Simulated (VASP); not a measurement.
# Al (Im-3m) in VASP: notebook

Runs on Al. Level: PBE. Tasks: single point.

All numbers are computed with VASP 6.6.1; they aren't measurements. Logs are shortened: lines on timing, memory, paths and dates and some standing lists are left out, and cuts for length are marked.

## 1. The cell of the first run

It takes space group Im-3m (No. 229, cubic). The conventional cell has a = 3.230 Å, b = 3.230 Å, c = 3.230 Å, α = 90.00°, β = 90.00°, γ = 90.00°. Around Al (site symmetry m-3m) lie 8 Al at 2.80 Å.

This isn't the form of Al at room conditions, which is fcc.

## 2. Single point, PBE (strain +0.015 along x and y, +0.015 along z, atoms carried along)

The input, INCAR:

```
ALGO = Normal
EDIFF = 1E-6
ENCUT = 520
GGA = PE
ISIF = 2
ISMEAR = 0
LASPH = True
LCHARG = False
LREAL = False
LWAVE = False
NBANDS = 8
NELM = 100
PREC = Accurate
SIGMA = 0.15
```

The input, KPOINTS:

```
k-points
0
Gamma
  20 20 20
```

The input, POSCAR:

```
Al
1.0
   -1.6150869704      1.6150869704      1.6150869704
    1.6150869704     -1.6150869704      1.6150869704
    1.6150869704      1.6150869704     -1.6150869704
Al
1
Direct
    0.0000000000      0.0000000000      0.0000000000
```

Potentials or basis: VASP PAW PBE potentials, release 64 (Al).

Command:

```bash
$ cat potpaw_PBE.64/Al/POTCAR > POTCAR
$ mpirun -np 1 vasp_std > vasp.out
```

OUTCAR:

```text
EDIFF = 1E-6
   ENCUT = 520
   GGA = PE
   ISIF = 2
   ISMEAR = 0
   LASPH = True
   LREAL = False
   NELM = 100
   PREC = Accurate

 ion  position               nearest neighbor table
   1  0.000  0.000  0.000-

  LATTYP: Found a body centered cubic cell.
 ALAT       =     3.2301739408

  Lattice vectors:

 A1 = (  -1.6150869704,   1.6150869704,   1.6150869704)
 A2 = (   1.6150869704,  -1.6150869704,   1.6150869704)
 A3 = (   1.6150869704,   1.6150869704,  -1.6150869704)

Analysis of symmetry for initial positions (statically):
=====================================================================
 Subroutine PRICEL returns:
 Original cell was already a primitive cell.

 Routine SETGRP: Setting up the symmetry group for a
 body centered cubic supercell.

 Subroutine GETGRP returns: Found 48 space group operations
 (whereof 48 operations were pure point group operations)
 out of a pool of 48 trial point group operations.

The static configuration has the point symmetry O_h .

Analysis of symmetry for dynamics (positions and initial velocities):
=====================================================================
 Subroutine PRICEL returns:
 Original cell was already a primitive cell.

 Routine SETGRP: Setting up the symmetry group for a
 body centered cubic supercell.

 Subroutine GETGRP returns: Found 48 space group operations
 (whereof 48 operations were pure point group operations)
 out of a pool of 48 trial point group operations.

The dynamic configuration has the point symmetry O_h .

 Subroutine INISYM returns: Found 48 space group operations
 (whereof 48 operations are pure point group operations),
 and found     1 'primitive' translations

----------------------------------------------------------------------------------------

                                     Primitive cell

  volume of cell :      16.8519

  direct lattice vectors                    reciprocal lattice vectors
    -1.615086970  1.615086970  1.615086970     0.000000000  0.309580852  0.309580852
     1.615086970 -1.615086970  1.615086970     0.309580852  0.000000000  0.309580852
     1.615086970  1.615086970 -1.615086970     0.309580852  0.309580852  0.000000000

  length of vectors
     2.797412691  2.797412691  2.797412691     0.437813439  0.437813439  0.437813439

  position of ions in fractional coordinates (direct lattice)
     0.000000000  0.000000000  0.000000000

  ion indices of the primitive-cell ions
   primitive index   ion index
                 1           1

----------------------------------------------------------------------------------------

 KPOINTS: k-points

Automatic generation of k-mesh.
 Grid dimensions read from file:
 generate k-points for:   20   20   20

 Generating k-lattice:

  Cartesian coordinates                     Fractional coordinates (reciprocal lattice)
     0.000000000  0.015479043  0.015479043     0.050000000  0.000000000  0.000000000
     0.015479043  0.000000000  0.015479043     0.000000000  0.050000000  0.000000000
     0.015479043  0.015479043  0.000000000     0.000000000  0.000000000  0.050000000

  Length of vectors
     0.021890672  0.021890672  0.021890672

  Shift w.r.t. Gamma in fractional coordinates (k-lattice)
     0.000000000  0.000000000  0.000000000

 Subroutine IBZKPT returns following result:
 ===========================================

 Found    256 irreducible k-points:

 Following reciprocal coordinates:
            Coordinates               Weight
  0.000000  0.000000  0.000000      1.000000
  0.050000  0.000000  0.000000     12.000000
  0.100000  0.000000  0.000000     12.000000
  0.150000  0.000000  0.000000     12.000000
  0.200000  0.000000  0.000000     12.000000
  0.250000  0.000000  0.000000     12.000000
[... 16 lines left out ...]
  0.200000  0.100000  0.000000     48.000000
  0.250000  0.100000  0.000000     48.000000
 [... further k-points ...]
   k-points           NKPTS =    256   k-points in BZ     NKDIM =    256   number of bands    NBANDS=      8
   number of dos      NEDOS =    301   number of ions     NIONS =      1
   total plane-waves  NPLWV =  13824
   dimension x,y,z NGX =    24 NGY =   24 NGZ =   24
   dimension x,y,z NGXF=    48 NGYF=   48 NGZF=   48
   ions per type =               1
   NGX,Y,Z   is equivalent  to a cutoff of  14.26, 14.26, 14.26 a.u.
   NGXF,Y,Z  is equivalent  to a cutoff of  28.53, 28.53, 28.53 a.u.
 SYSTEM =  unknown system
   PREC   = accura    normal or accurate (medium, high low for compatibility)
   ISTART =      0    job   : 0-new  1-cont  2-samecut
   ICHARG =      2    charge: 1-file 2-atom 10-const
   ISPIN  =      1    spin polarized calculation?
   LNONCOLLINEAR =      F non collinear calculations
   LSORBIT =      F    spin-orbit coupling
   LASPH  =      T    aspherical Exc in radial PAW
   ENCUT  =  520.0 eV  38.22 Ry    6.18 a.u.   5.20  5.20  5.20*2*pi/ulx,y,z
   NELM   =    100;   NELMIN=  2; NELMDL= -5     # of ELM steps
   EDIFF  = 0.1E-05   stopping-criterion for ELM
   LREAL  =      F    real-space projection
   EDIFFG = 0.1E-04   stopping-criterion for IOM
   NSW    =      0    number of steps for IOM
   IBRION =     -1    ionic relax: 0-MD 1-quasi-New 2-CG
   NFREE  =      0    steps in history (QN), initial steepest desc. (CG)
   ISIF   =      2    stress and relaxation
   ISYM   =      2    0-nonsym 1-usesym 2-fastsym
   POTIM  = 0.5000    time-step for ionic-motion
   TEBEG  =    0.0;   TEEND  =   0.0 temperature during run
   PSTRESS=    0.0 pullay stress
   NELECT =       3.0000    total number of electrons
   NUPDOWN=      -1.0000    fix difference up-down
   EMIN   =  10.00;   EMAX   =-10.00  energy-range for DOS
   EFERMI =   0.00;   METHOD = LEGACY
   ISMEAR =     0;   SIGMA  =   0.15  broadening in eV -4-tet -1-fermi 0-gaus
   EFERMI_NEDOS =   21; number of points for ismear=-14 and -15
   IALGO  =     38    algorithm
   IMIX   =      4    mixing-type and parameters
     AMIX     =   0.40;   BMIX     =  1.00
     AMIX_MAG =   1.60;   BMIX_MAG =  1.00
  volume/ion in A,a.u.               =      16.85       113.72
  Fermi-wavevector in a.u.,A,eV,Ry     =   0.920943  1.740330 11.539587  0.848136
  Thomas-Fermi vector in A             =   2.046304
   LORBIT       =      0    0 simple, 1 ext, 2 COOP (PROOUT), +10 PAW based schemes
   GGA     = PE    functional components
   LHFCALC =     F    Hartree Fock is set to
   AEXX    =    0.0000 exact exchange contribution
   IVDW    =     0    specifies the selected vdW correction
   LEPSILON=     F    determine dielectric tensor
   LRPA    =     F    only Hartree local field effects (RPA)
 non-spin polarized calculation
 Gauss-broadening in eV      SIGMA  =   0.15
  energy-cutoff  :      520.00
  volume of cell :       16.85
 maximum number of plane-waves:       470
 NGX is ok and might be reduce to    24
   NGX = 11   NGY = 11   NGZ = 11

 number of electron       3.0000000 magnetization

 Free energy of the ion-electron system (eV)
  ---------------------------------------------------
  ext. energy  EPLUGINS =         0.00000000
  ---------------------------------------------------
  free energy    TOTEN  =        -3.65192979 eV

  energy without entropy =       -3.64701807  energy(sigma->0) =       -3.64947393

 E-fermi :   7.7887     XC(G=0): -10.1249

 val. band max:        7.7614865271   @ k =  -0.4000   0.4000   0.2000
 cond. band min:       7.7933236305   @ k =  -0.4500   0.4500   0.4500
 fundamental gap:      0.0318371034
 Fermi energy:         7.7887343107

 k-point     1 :       0.0000    0.0000    0.0000
  band No.  band energies     occupation
      1      -3.2027      2.00000
      2      20.9241      0.00000
      3      20.9241      0.00000
      4      20.9241      0.00000
      5      22.1782      0.00000
      6      22.1782      0.00000
      7      22.1782      0.00000
      8      23.9398      0.00000

 k-point     2 :       0.0500    0.0000    0.0000
  band No.  band energies     occupation
      1      -3.1318      2.00000
      2      19.9168      0.00000
      3      20.2913      0.00000
      4      20.6233      0.00000
      5      21.8946      0.00000
      6      22.6418      0.00000
      7      22.9296      0.00000
      8      23.2505      0.00000

 k-point     3 :       0.1000    0.0000    0.0000
  band No.  band energies     occupation
      1      -2.9191      2.00000
      2      18.0715      0.00000
      3      19.3842      0.00000
      4      19.9294      0.00000
      5      21.2354      0.00000
      6      22.3571      0.00000
      7      23.3046      0.00000
      8      24.0189      0.00000

 k-point     4 :       0.1500    0.0000    0.0000
  band No.  band energies     occupation
      1      -2.5652      2.00000
      2      16.0358      0.00000
      3      18.5474      0.00000
      4      19.1242      0.00000
      5      20.4773      0.00000
      6      21.6554      0.00000
      7      23.8985      0.00000
      8      24.2615      0.00000

 k-point     5 :       0.2000    0.0000    0.0000
  band No.  band energies     occupation
      1      -2.0713      2.00000
      2      13.9993      0.00000
      3      17.8152      0.00000
      4      18.3460      0.00000
      5      19.7537      0.00000
      6      21.0220      0.00000
      7      24.5459      0.00000
      8      24.6336      0.00000

 k-point     6 :       0.2500    0.0000    0.0000
  band No.  band energies     occupation
      1      -1.4386      2.00000
      2      12.0280      0.00000
      3      17.1944      0.00000
      4      17.6522      0.00000
      5      19.1145      0.00000
      6      20.4537      0.00000
      7      25.1221      0.00000
      8      25.2754      0.00000

 k-point     7 :       0.3000    0.0000    0.0000
  band No.  band energies     occupation
      1      -0.6691      2.00000
      2      10.1493      0.00000
      3      16.6868      0.00000
      4      17.0682      0.00000
      5      18.5799      0.00000
      6      19.9625      0.00000
      7      25.7179      0.00000
      8      26.1005      0.00000

 k-point     8 :       0.3500    0.0000    0.0000
  band No.  band energies     occupation
      1       0.2352      2.00000
      2       8.3763      0.00000
      3      16.2925      0.00000
      4      16.6064      0.00000
      5      18.1592      0.00000
      6      19.5636      0.00000
      7      26.4078      0.00000
      8      27.0190      0.00000

 k-point     9 :       0.4000    0.0000    0.0000
  band No.  band energies     occupation
      1       1.2712      2.00000
      2       6.7173      2.00000
      3      16.0112      0.00000
      4      16.2732      0.00000
      5      17.8567      0.00000
      6      19.2696      0.00000
      7      27.1611      0.00000
      8      28.0048      0.00000

 k-point    10 :       0.4500    0.0000    0.0000
  band No.  band energies     occupation
      1       2.4328      2.00000
      2       5.1812      2.00000
      3      15.8426      0.00000
      4      16.0722      0.00000
      5      17.6745      0.00000
      6      19.0896      0.00000
      7      27.8823      0.00000
      8      28.9580      0.00000
[... 78 lines left out ...]
 k-point    18 :       0.3500    0.0500    0.0000
  band No.  band energies     occupation
      1       0.7888      2.00000
      2       7.5813      1.94952
      3      15.1198      0.00000
      4      16.3591      0.00000
      5      18.5165      0.00000
      6      20.0942      0.00000
      7      26.0578      0.00000
      8      28.1954      0.00000

 k-point    19 :       0.4000    0.0500    0.0000
  band No.  band energies     occupation
      1       1.8884      2.00000
      2       5.9831      2.00000
      3      14.8707      0.00000
      4      16.1158      0.00000
      5      18.2682      0.00000
      6      19.8705      0.00000
      7      26.9292      0.00000
      8      28.8995      0.00000

 k-point    20 :       0.4500    0.0500    0.0000
  band No.  band energies     occupation
      1       3.1017      2.00000
      2       4.5202      2.00000
      3      14.7458      0.00000
      4      15.9941      0.00000
      5      18.1435      0.00000
      6      19.7566      0.00000
      7      27.7295      0.00000
      8      28.9991      0.00000

 k-point    21 :       0.1000    0.1000    0.0000
  band No.  band energies     occupation
      1      -2.3533      2.00000
      2      16.0804      0.00000
      3      16.2992      0.00000
      4      18.5409      0.00000
      5      21.5681      0.00000
      6      21.6874      0.00000
      7      23.9726      0.00000
      8      24.4298      0.00000

 k-point    22 :       0.1500    0.1000    0.0000
  band No.  band energies     occupation
      1      -1.8601      2.00000
      2      14.1603      0.00000
      3      15.4118      0.00000
      4      17.8228      0.00000
      5      20.9800      0.00000
      6      21.8589      0.00000
      7      23.9224      0.00000
      8      25.4429      0.00000

 k-point    23 :       0.2000    0.1000    0.0000
  band No.  band energies     occupation
      1      -1.2283      2.00000
      2      12.2069      0.00000
      3      14.7210      0.00000
      4      17.1863      0.00000
      5      20.3646      0.00000
      6      21.9868      0.00000
      7      23.8686      0.00000
      8      26.6181      0.00000

 k-point    24 :       0.2500    0.1000    0.0000
  band No.  band energies     occupation
      1      -0.4599      2.00000
      2      10.3374      0.00000
      3      14.1529      0.00000
      4      16.6533      0.00000
      5      19.8358      0.00000
      6      21.8990      0.00000
      7      24.1802      0.00000
      8      27.6481      0.00000

 [... further k-points ...]

------------------------ aborting loop because EDIFF is reached ----------------------------------------

  FORCE on cell =-STRESS in cart. coord.  units (eV):
  Direction    XX          YY          ZZ          XY          YZ          ZX
  --------------------------------------------------------------------------------------
  -------------------------------------------------------------------------------------
  Total        0.0333776      0.0333776      0.0333776     -0.0000000     -0.0000000      0.0000000
  in kB        3.1733522      3.1733522      3.1733522     -0.0000000     -0.0000000      0.0000000
  external PRESSURE =       3.1733522 kB  Pullay stress =       0.0000000 kB

 VOLUME and BASIS-vectors are now :
 -----------------------------------------------------------------------------
  energy-cutoff  :      520.00
  volume of cell :       16.85
      direct lattice vectors                 reciprocal lattice vectors
    -1.615086970  1.615086970  1.615086970     0.000000000  0.309580852  0.309580852
     1.615086970 -1.615086970  1.615086970     0.309580852  0.000000000  0.309580852
     1.615086970  1.615086970 -1.615086970     0.309580852  0.309580852  0.000000000

 POSITION                                       TOTAL-FORCE (eV/Angst)
 -----------------------------------------------------------------------------------
      0.00000      0.00000      0.00000        -0.000000     -0.000000     -0.000000
 -----------------------------------------------------------------------------------
    total drift:                                0.000000      0.000000      0.000000

  FREE ENERGIE OF THE ION-ELECTRON SYSTEM (eV)
  ---------------------------------------------------
  free  energy   TOTEN  =        -3.6519297914 eV

  energy  without entropy=       -3.6470180747  energy(sigma->0) =       -3.64947393
```

Wall time 33 s (1 thread of AMD EPYC 7R13 (Zen 3), shared host); peak memory 0.12 GiB.

What came out:

```yaml
Free_energy: -3.6519 eV
Pressure: 0.3 GPa
Band_gap_on_the_k_mesh: none (metal or under the smearing width)
```

Levels at points of the mesh, in eV from the Fermi level:
| k point | band 1 | band 2 | band 3 | band 4 |
| --- | --- | --- | --- | --- |
| (0.00, 0.00, 0.00) | -10.99 | 13.14 | 13.14 | 13.14 |
| (0.50, 0.00, 0.00) | -4.25 | -3.84 | 8.00 | 8.22 |
| (0.50, 0.50, 0.50) | 1.83 | 1.83 | 1.83 | 3.01 |

## 3. Single point, PBE (strain +0.030 along x and y, +0.030 along z, atoms carried along)

INCAR is that of step 2.

KPOINTS is that of step 2.

The input, POSCAR:

```
Al
1.0
   -1.6389552507      1.6389552507      1.6389552507
    1.6389552507     -1.6389552507      1.6389552507
    1.6389552507      1.6389552507     -1.6389552507
Al
1
Direct
    0.0000000000      0.0000000000      0.0000000000
```

Potentials or basis: VASP PAW PBE potentials, release 64 (Al).

Command:

```bash
$ cat potpaw_PBE.64/Al/POTCAR > POTCAR
$ mpirun -np 1 vasp_std > vasp.out
```

Wall time 33 s (1 thread of AMD EPYC 7R13 (Zen 3), shared host); peak memory 0.12 GiB.

Results (log left out):

- Free energy: -3.6466 eV
- Pressure: -2.5 GPa
- Band gap on the k mesh: none (metal or under the smearing width)

Levels at points of the mesh, in eV from the Fermi level:
```
           k point  band 1  band 2  band 3  band 4  band 5
(0.00, 0.00, 0.00)  -10.68   12.88   12.88   12.88   13.78
(0.50, 0.00, 0.00)   -4.07   -3.79    7.68    8.12    9.53
(0.50, 0.50, 0.50)    1.77    1.77    1.77    3.09    3.09
```

[end of part 1 of 2]
